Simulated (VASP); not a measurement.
# BAs (F-43m) in VASP: further runs

The runs below take BAs through relaxation of the atoms, relaxation of cell and atoms, with PBE, PBEsol.

Everything below comes from runs of VASP 6.6.1. Logs are shortened: lines on timing, memory, paths and dates and some standing lists are left out, and cuts for length are marked.

## (1) The crystal as given

Symmetry: F-43m, No. 216, cubic system. Conventional cell: a = 4.777 Å, b = 4.777 Å, c = 4.777 Å, α = 90.00°, β = 90.00°, γ = 90.00°. Around B (site symmetry -43m) lie 4 As at 2.07 Å. As (site symmetry -43m) is surrounded by 4 B at 2.07 Å.

## (2) Relaxation of the atoms, PBE (a relaxed cell with its volume scaled by 1.06)

INCAR

```
SYSTEM = BAs
PREC = Accurate
ENCUT = 600
EDIFF = 1E-7
ISMEAR = 0
SIGMA = 0.03
LREAL = .FALSE.
LASPH = .TRUE.
NELM = 80
ALGO = Normal
ISIF = 2
LWAVE = .FALSE.
LCHARG = .FALSE.
GGA = PE
IBRION = 2
NSW = 40
EDIFFG = -0.01
```

KPOINTS

```
Automatic mesh
0
G
  10 10 10
  0 0 0
```

POSCAR

```
BAs                                     
1.0
    0.0000000000      2.4554013978      2.4554013978
    2.4554013978      0.0000000000      2.4554013978
    2.4554013978      2.4554013978      0.0000000000
  B               As            
     1     1
Direct
     0.0000000000000000    0.0000000000000000    0.0000000000000000
     0.2500000000000000    0.2500000000000000    0.2500000000000000
```

Potentials or basis: VASP PAW PBE potentials, release 64 (B, As).

Launch:

```bash
$ cat potpaw_PBE.64/B/POTCAR potpaw_PBE.64/As/POTCAR > POTCAR
$ mpirun -np 1 vasp_std > vasp.out
```

OUTCAR:

```text
SYSTEM = BAs
   PREC = Accurate
   ENCUT = 600
   EDIFF = 1E-7
   ISMEAR = 0
   LREAL = .FALSE.
   LASPH = .TRUE.
   NELM = 80
   ISIF = 2
   GGA = PE
   IBRION = 2
   NSW = 40
   EDIFFG = -0.01

 ion  position               nearest neighbor table
   1  0.000  0.000  0.000-   2 2.13   2 2.13   2 2.13   2 2.13
   2  0.250  0.250  0.250-   1 2.13   1 2.13   1 2.13   1 2.13

  LATTYP: Found a face centered cubic cell.
 ALAT       =     4.9108027956

  Lattice vectors:

 A1 = (   0.0000000000,   2.4554013978,   2.4554013978)
 A2 = (   2.4554013978,   0.0000000000,   2.4554013978)
 A3 = (   2.4554013978,   2.4554013978,   0.0000000000)

Analysis of symmetry for initial positions (statically):
=====================================================================
 Subroutine PRICEL returns:
 Original cell was already a primitive cell.

 Routine SETGRP: Setting up the symmetry group for a
 face centered cubic supercell.

 Subroutine GETGRP returns: Found 24 space group operations
 (whereof 24 operations were pure point group operations)
 out of a pool of 48 trial point group operations.

The static configuration has the point symmetry T_d .

Analysis of symmetry for dynamics (positions and initial velocities):
=====================================================================
 Subroutine PRICEL returns:
 Original cell was already a primitive cell.

 Routine SETGRP: Setting up the symmetry group for a
 face centered cubic supercell.

 Subroutine GETGRP returns: Found 24 space group operations
 (whereof 24 operations were pure point group operations)
 out of a pool of 48 trial point group operations.

The dynamic configuration has the point symmetry T_d .

 Subroutine INISYM returns: Found 24 space group operations
 (whereof 24 operations are pure point group operations),
 and found     1 'primitive' translations

----------------------------------------------------------------------------------------

                                     Primitive cell

  volume of cell :      29.6072

  direct lattice vectors                    reciprocal lattice vectors
     0.000000000  2.455401398  2.455401398    -0.203632693  0.203632693  0.203632693
     2.455401398  0.000000000  2.455401398     0.203632693 -0.203632693  0.203632693
     2.455401398  2.455401398  0.000000000     0.203632693  0.203632693 -0.203632693

  length of vectors
     3.472461958  3.472461958  3.472461958     0.352702171  0.352702171  0.352702171

  position of ions in fractional coordinates (direct lattice)
     0.000000000  0.000000000  0.000000000
     0.250000000  0.250000000  0.250000000

  ion indices of the primitive-cell ions
   primitive index   ion index
                 1           1
                 2           2

----------------------------------------------------------------------------------------

 KPOINTS: Automatic mesh

Automatic generation of k-mesh.
 Grid dimensions read from file:
 generate k-points for:   10   10   10

 Generating k-lattice:

  Cartesian coordinates                     Fractional coordinates (reciprocal lattice)
    -0.020363269  0.020363269  0.020363269     0.100000000  0.000000000  0.000000000
     0.020363269 -0.020363269  0.020363269     0.000000000  0.100000000  0.000000000
     0.020363269  0.020363269 -0.020363269     0.000000000  0.000000000  0.100000000

  Length of vectors
     0.035270217  0.035270217  0.035270217

  Shift w.r.t. Gamma in fractional coordinates (k-lattice)
     0.000000000  0.000000000  0.000000000

 Subroutine IBZKPT returns following result:
 ===========================================

 Found     47 irreducible k-points:

 Following reciprocal coordinates:
            Coordinates               Weight
  0.000000  0.000000  0.000000      1.000000
  0.100000  0.000000  0.000000      8.000000
  0.200000  0.000000  0.000000      8.000000
  0.300000  0.000000  0.000000      8.000000
  0.400000  0.000000  0.000000      8.000000
  0.500000  0.000000  0.000000      4.000000
[... 16 lines left out ...]
  0.300000  0.300000  0.000000      6.000000
  0.400000  0.300000  0.000000     24.000000
 [... further k-points ...]
   k-points           NKPTS =     47   k-points in BZ     NKDIM =     47   number of bands    NBANDS=      8
   number of dos      NEDOS =    301   number of ions     NIONS =      2
   total plane-waves  NPLWV =  21952
   dimension x,y,z NGX =    28 NGY =   28 NGZ =   28
   dimension x,y,z NGXF=    56 NGYF=   56 NGZF=   56
   ions per type =               1   1
   NGX,Y,Z   is equivalent  to a cutoff of  13.41, 13.41, 13.41 a.u.
   NGXF,Y,Z  is equivalent  to a cutoff of  26.81, 26.81, 26.81 a.u.
 SYSTEM =  BAs
   PREC   = accura    normal or accurate (medium, high low for compatibility)
   ISTART =      0    job   : 0-new  1-cont  2-samecut
   ICHARG =      2    charge: 1-file 2-atom 10-const
   ISPIN  =      1    spin polarized calculation?
   LNONCOLLINEAR =      F non collinear calculations
   LSORBIT =      F    spin-orbit coupling
   LASPH  =      T    aspherical Exc in radial PAW
   ENCUT  =  600.0 eV  44.10 Ry    6.64 a.u.   6.94  6.94  6.94*2*pi/ulx,y,z
   NELM   =     80;   NELMIN=  2; NELMDL= -5     # of ELM steps
   EDIFF  = 0.1E-06   stopping-criterion for ELM
   LREAL  =      F    real-space projection
   EDIFFG = -.1E-01   stopping-criterion for IOM
   NSW    =     40    number of steps for IOM
   IBRION =      2    ionic relax: 0-MD 1-quasi-New 2-CG
   NFREE  =      1    steps in history (QN), initial steepest desc. (CG)
   ISIF   =      2    stress and relaxation
   ISYM   =      2    0-nonsym 1-usesym 2-fastsym
   POTIM  = 0.5000    time-step for ionic-motion
   TEBEG  =    0.0;   TEEND  =   0.0 temperature during run
   PSTRESS=    0.0 pullay stress
   NELECT =       8.0000    total number of electrons
   NUPDOWN=      -1.0000    fix difference up-down
   EMIN   =  10.00;   EMAX   =-10.00  energy-range for DOS
   EFERMI =   0.00;   METHOD = LEGACY
   ISMEAR =     0;   SIGMA  =   0.03  broadening in eV -4-tet -1-fermi 0-gaus
   EFERMI_NEDOS =   21; number of points for ismear=-14 and -15
   IALGO  =     38    algorithm
   IMIX   =      4    mixing-type and parameters
     AMIX     =   0.40;   BMIX     =  1.00
     AMIX_MAG =   1.60;   BMIX_MAG =  1.00
  volume/ion in A,a.u.               =      14.80        99.90
  Fermi-wavevector in a.u.,A,eV,Ry     =   1.058374  2.000036 15.240629  1.120155
  Thomas-Fermi vector in A             =   2.193681
   LORBIT       =      0    0 simple, 1 ext, 2 COOP (PROOUT), +10 PAW based schemes
   GGA     = PE    functional components
   LHFCALC =     F    Hartree Fock is set to
   AEXX    =    0.0000 exact exchange contribution
   IVDW    =     0    specifies the selected vdW correction
   LEPSILON=     F    determine dielectric tensor
   LRPA    =     F    only Hartree local field effects (RPA)
 conjugate gradient relaxation of ions
 non-spin polarized calculation
 Gauss-broadening in eV      SIGMA  =   0.03
  energy-cutoff  :      600.00
  volume of cell :       29.61
 maximum number of plane-waves:       999
   NGX = 13   NGY = 13   NGZ = 13

 number of electron       8.0000000 magnetization

 Free energy of the ion-electron system (eV)
  ---------------------------------------------------
  ext. energy  EPLUGINS =         0.00000000
  ---------------------------------------------------
  free energy    TOTEN  =       -11.37741591 eV

  energy without entropy =      -11.37741591  energy(sigma->0) =      -11.37741591

 E-fermi :   5.4261     XC(G=0): -10.2285

 val. band max:        5.2426530446   @ k =   0.0000   0.0000   0.0000
 cond. band min:       6.4999006398   @ k =   0.4000   0.4000   0.0000
 fundamental gap:      1.2572475952
 Fermi energy:         5.4261139118

 k-point     1 :       0.0000    0.0000    0.0000
  band No.  band energies     occupation
      1      -9.4295      2.00000
      2       5.2427      2.00000
      3       5.2427      2.00000
      4       5.2427      2.00000
      5       8.4197      0.00000
      6       8.4197      0.00000
      7       8.4197      0.00000
      8       8.9034      0.00000

 k-point     2 :       0.1000    0.0000    0.0000
  band No.  band energies     occupation
      1      -9.2777      2.00000
      2       3.8872      2.00000
      3       4.9693      2.00000
      4       4.9693      2.00000
      5       8.3532      0.00000
      6       8.7822      0.00000
      7       8.7822      0.00000
      8      10.0039      0.00000

 k-point     3 :       0.2000    0.0000    0.0000
  band No.  band energies     occupation
      1      -8.8314      2.00000
      2       1.6538      2.00000
      3       4.4410      2.00000
      4       4.4410      2.00000
      5       8.0391      0.00000
      6       9.4545      0.00000
      7       9.4545      0.00000
      8      11.7624      0.00000

 k-point     4 :       0.3000    0.0000    0.0000
  band No.  band energies     occupation
      1      -8.1299      2.00000
      2      -0.4815      2.00000
      3       3.9690      2.00000
      4       3.9690      2.00000
      5       7.7350      0.00000
      6       9.8705      0.00000
      7       9.8705      0.00000
      8      13.2029      0.00000

 k-point     5 :       0.4000    0.0000    0.0000
  band No.  band energies     occupation
      1      -7.3095      2.00000
      2      -2.1999      2.00000
      3       3.6644      2.00000
      4       3.6644      2.00000
      5       7.5360      0.00000
      6       9.9416      0.00000
      7       9.9416      0.00000
      8      13.8510      0.00000
[... 177 lines left out ...]
 k-point    22 :      -0.2000    0.2000    0.0000
  band No.  band energies     occupation
      1      -7.8878      2.00000
      2      -0.0206      2.00000
      3       1.5116      2.00000
      4       4.0490      2.00000
      5       8.8513      0.00000
      6      10.1446      0.00000
      7      10.9151      0.00000
      8      11.8521      0.00000

 k-point    23 :       0.3000    0.3000    0.0000
  band No.  band energies     occupation
      1      -7.6674      2.00000
      2       0.1396      2.00000
      3       2.3242      2.00000
      4       2.3242      2.00000
      5       6.6938      0.00000
      6       8.8320      0.00000
      7      13.1832      0.00000
      8      13.1832      0.00000

 k-point    24 :       0.4000    0.3000    0.0000
  band No.  band energies     occupation
      1      -7.0091      2.00000
      2      -0.9991      2.00000
      3       1.6010      2.00000
      4       2.0485      2.00000
      5       6.9788      0.00000
      6       8.5942      0.00000
      7      13.5080      0.00000
      8      13.7762      0.00000

 [... further k-points ...]
[... 5 lines left out ...]
  --------------------------------------------------------------------------------------
  -------------------------------------------------------------------------------------
  Total       -1.2569721     -1.2569721     -1.2569721      0.0000000      0.0000000      0.0000000
  in kB      -68.0203302    -68.0203302    -68.0203302      0.0000000      0.0000000      0.0000000
  external PRESSURE =     -68.0203302 kB  Pullay stress =       0.0000000 kB

 VOLUME and BASIS-vectors are now :
 -----------------------------------------------------------------------------
  energy-cutoff  :      600.00
  volume of cell :       29.61
      direct lattice vectors                 reciprocal lattice vectors
     0.000000000  2.455401398  2.455401398    -0.203632693  0.203632693  0.203632693
     2.455401398  0.000000000  2.455401398     0.203632693 -0.203632693  0.203632693
     2.455401398  2.455401398  0.000000000     0.203632693  0.203632693 -0.203632693

 POSITION                                       TOTAL-FORCE (eV/Angst)
 -----------------------------------------------------------------------------------
      0.00000      0.00000      0.00000         0.000000      0.000000      0.000000
      1.22770      1.22770      1.22770        -0.000000     -0.000000     -0.000000
 -----------------------------------------------------------------------------------
    total drift:                               -0.000000     -0.000000      0.000000

  FREE ENERGIE OF THE ION-ELECTRON SYSTEM (eV)
  ---------------------------------------------------
  free  energy   TOTEN  =       -11.3774159147 eV

  energy  without entropy=      -11.3774159147  energy(sigma->0) =      -11.37741591

 reached required accuracy - stopping structural energy minimisation
```

It took 12 s on 1 thread of Intel Xeon Platinum 8488C (Sapphire Rapids), shared host; peak memory 0.15 GiB.

What came out:

```yaml
Free_energy: -11.3774 eV
Pressure_after_relaxing: -6.8 GPa
Band_gap_on_the_k_mesh: 1.26 eV, indirect (least direct gap 3.18 eV)
```

Final structure:
```
B As
1.0
     0.00000    2.45540    2.45540
     2.45540    0.00000    2.45540
     2.45540    2.45540    0.00000
B As
1 1
Direct
  0.00000 0.00000 0.00000
  0.25000 0.25000 0.25000
```

Caveat: the relaxation stopped at its first step, so nothing moved. A k mesh can miss the band edges.

[end of part 1 of 2]
